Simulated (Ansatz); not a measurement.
Input file for Ansatz (an electronic-structure program):

Ansatz 0.2 input:
```yaml
crystal:
  lattice:
    - [5.0911753812, 0.0, 0.0]
    - [-2.5455876906, 4.4090872152, 0.0]
    - [0.0, 0.0, 5.7687021593]
  atoms:
    - { symbol: Ge, position: [0.4555523891, 0.0, 0.6666666667] }
    - { symbol: Ge, position: [0.0, 0.4555523891, 0.3333333333] }
    - { symbol: Ge, position: [0.5444476109, 0.5444476109, 0.0] }
    - { symbol: O, position: [0.3972896605, 0.2983245044, 0.7580685085] }
    - { symbol: O, position: [0.2983245044, 0.3972896605, 0.2419314915] }
    - { symbol: O, position: [0.7016754956, 0.0989651561, 0.4247351752] }
    - { symbol: O, position: [0.6027103395, 0.9010348439, 0.9085981581] }
    - { symbol: O, position: [0.9010348439, 0.6027103395, 0.0914018419] }
    - { symbol: O, position: [0.0989651561, 0.7016754956, 0.5752648248] }
kpoints:
  mp_grid: { grid: [6, 6, 5] }
basis: { xc_grid: 2, fft_grid_basis: typed }
hamiltonian:
  xc: pbe
  pseudopotentials: { kind: paw }
scf:
  occupations: { method: fixed }
checkpoint: { read: static.run }
output: { write_density: true, elf: true, volumetric_format: npy }
```

Output (shortened):

```
Pseudopotentials: kind: paw
Pseudopotential: Ge, paw, valence charge 14
Pseudopotential: O, paw, valence charge 6
Functional definition: PBE
Crystal: 9 atoms, lattice volume = 129.493 Å³
Basis set: ecut = 420 eV, 2557 PW (Γ), exchange–correlation on 72×72×80 points (8 copies of the dense FFT grid, shifted against one another)
Bands: 48, of which v1, the nominal top of the filled ones, is band 39 counted from 1 (38 counted from 0)
Symmetry: 6 space group operations
Space group: P3221 (ITA 154), of the structure as read, at distance tolerance 5.1e-5 Å
k-points: 27 of 180 (time reversal used)
Initial density: read from a saved state, or passed on in memory by an earlier SCF of this step, an earlier step, the calling program or the single point that …
Stability of the state it starts from, as read at its close in the unpolarized treatment …
Initial wavefunctions: pseudopotential atomic-orbital guess
Eigensolver: davidson
Functional: x = pbe(κ = 0.804, μ = 0.2195149727645171), c = pbe(β = 0.06672455060314922)
iter 1 solved again at ethr=1.29e-7 eV; its pass at ethr=3.10e-3 eV (dr2=1.00e-4 eV) is discarded
SCF iter   1: F=—  HF=-16289.037313 eV  |F-HF|=—  |Δ(HF+E_count)|=         —  Δρ=6.39e-7  dr2=2.08e-10  ethr=1.29e-7  ⟨swp⟩=3.0  Hψ=7484  notcnv=0  defer=189
all-band conjugate gradients solve this SCF's bands
preconditioner: auto → Resta (q_TF=auto, 2.507 Å⁻¹)
SCF iter   2: F=—  HF=-16289.037315 eV  |F-HF|=—  |Δ(HF+E_count)|=   2.38e-6  Δρ=4.09e-7  dr2=1.03e-10  ethr=1.00e-12  ⟨swp⟩=10.9  Hψ=5493  notcnv=0
SCF iter   3: F=-16289.037315 eV  HF=-16289.037315 eV  |F-HF|=8.55e-11  |Δ(HF+E_count)|=  1.84e-10  Δρ=1.79e-7  dr2=1.80e-11  ethr=1.00e-12  ⟨swp⟩=1.0  Hψ=3024  notcnv=0
SCF 1 converged in 3 iterations: F = -16289.037315 eV  dr2 = 1.80e-11
SCF converged after 3 iterations
Free energy (F): -16289.037315 eV
Harris-Foulkes:  -16289.037315 eV  (|F-HF|=8.55e-11)
Internal energy: -16289.037315 eV  (E = F + TS)
E sigma→0 (E₀):  -16289.037315 eV
Fermi energy:    3.155890 eV
--- Per-component energies (eV) ---
  E_band       = -738.676855
  E_kinetic    = 1382.094926
  E_local      = -11005.957206  (includes V_loc(G=0)·N_el)
  E_nonlocal   = 1565.121675
  E_hartree    = 4628.013098
  E_xc         = -662.739833
  E_vxc        = -750.698506  (∫ρ·V_xc dr)
  E_paw        = -7028.287942  (= ΣΔE_a)
  E_vpaw       = -1185.279468  (= ΣTr[D̂ρ^β])
  E_aug_tail   = 0.015344  (compensation charges beyond the density's cutoff)
  E_ewald      = -5167.297377
  E_smearing   =  0.000000  (= −TS)
  E_closure    = 0.000000  (closes the sum)
  Σ components = -16289.037315   (vs F -16289.037315, Δ=0.00e0)
  [band-id]    e_kinetic+e_local+e_nonlocal+2·e_hartree+e_vxc+e_vpaw+e_augmentation_tail = -738.677041   (vs E_band -738.676855, Δ=-1.85e-4)
--- Band table (eV; the first three rows and the last of 27) ---
  k-point 0: bands = ["-20.1012", "-20.0945", "-20.0945", "-20.0302", "-20.0302", "-19.8622", "-19.8622", "-19.8573", "-19.8326", "-19.7569", "-19.7422", "-19.7422", "-19.7315", "-19.7315", "-19.7054", "-15.3943", "-13.7615", "-13.7615", "-13.0139", "-13.0139", "-12.8873", "-4.7413", "-4.7413", "-1.4975", "-1.1749", "-1.0382", "-1.0382", "0.9473", "1.0700", "1.0700", "1.3146", "2.0427", "2.1958", "2.1958", "2.7270", "2.7270", "2.7342", "3.0817", "3.0817", "6.3765", "10.4113", "10.4113", "12.0041", "12.0041", "13.1986", "13.2844", "13.3660", "13.3660"]
  k-point 1: bands = ["-20.1003", "-20.0955", "-20.0943", "-20.0604", "-19.9897", "-19.8693", "-19.8645", "-19.8571", "-19.8350", "-19.7553", "-19.7504", "-19.7383", "-19.7315", "-19.7266", "-19.7071", "-15.3083", "-14.2279", "-13.3703", "-13.0112", "-13.0013", "-12.9000", "-5.3909", "-3.8991", "-1.7006", "-1.2022", "-1.1863", "-0.8264", "0.8297", "0.8466", "1.3123", "1.5841", "2.1077", "2.1487", "2.1554", "2.4849", "2.6424", "2.7312", "3.0376", "3.0858", "6.7943", "9.6389", "11.1675", "11.4156", "12.7271", "12.7626", "12.7936", "13.4037", "13.6923"]
  k-point 2: bands = ["-20.0980", "-20.0962", "-20.0956", "-20.0766", "-19.9442", "-19.9012", "-19.8652", "-19.8496", "-19.8413", "-19.7549", "-19.7510", "-19.7449", "-19.7239", "-19.7212", "-19.7126", "-15.0612", "-14.6842", "-13.1434", "-13.0048", "-12.9713", "-12.9324", "-5.7466", "-2.9975", "-2.2104", "-1.2964", "-1.2828", "-0.6460", "0.7782", "0.8267", "1.3022", "1.9117", "2.0029", "2.1586", "2.2045", "2.4325", "2.4567", "2.6872", "2.8094", "3.0975", "7.7133", "8.7328", "11.4354", "11.8033", "12.0164", "12.3099", "13.1924", "13.5479", "13.6491"]
  k-point 26: bands = ["-20.0976", "-20.0844", "-20.0834", "-20.0249", "-20.0084", "-19.9105", "-19.8573", "-19.8560", "-19.8532", "-19.7474", "-19.7407", "-19.7383", "-19.7325", "-19.7321", "-19.7206", "-14.7223", "-14.1463", "-13.9194", "-13.1347", "-13.1001", "-13.0914", "-4.3952", "-3.9159", "-2.8214", "-1.0131", "-0.8215", "-0.7310", "0.6574", "1.0803", "1.1912", "1.7965", "1.8647", "1.9298", "2.4404", "2.4656", "2.5084", "2.7963", "2.9222", "2.9306", "8.4380", "9.8032", "10.0045", "11.7648", "11.9428", "12.1430", "13.0108", "13.0512", "14.0101"]
  band table: 48 of 48 bands, residual norms ≤ 1.0e-3 eV
```

Cost: roughly 13 core-seconds on shared cores.

Space group P3_221. The PBE relaxation kept the symmetry of its start. Scalar-relativistic: spin–orbit coupling is off unless named, which matters more the heavier the elements.

Potentials: the later of the program's two PAW sets.

Ansatz is a plane-wave DFT program.
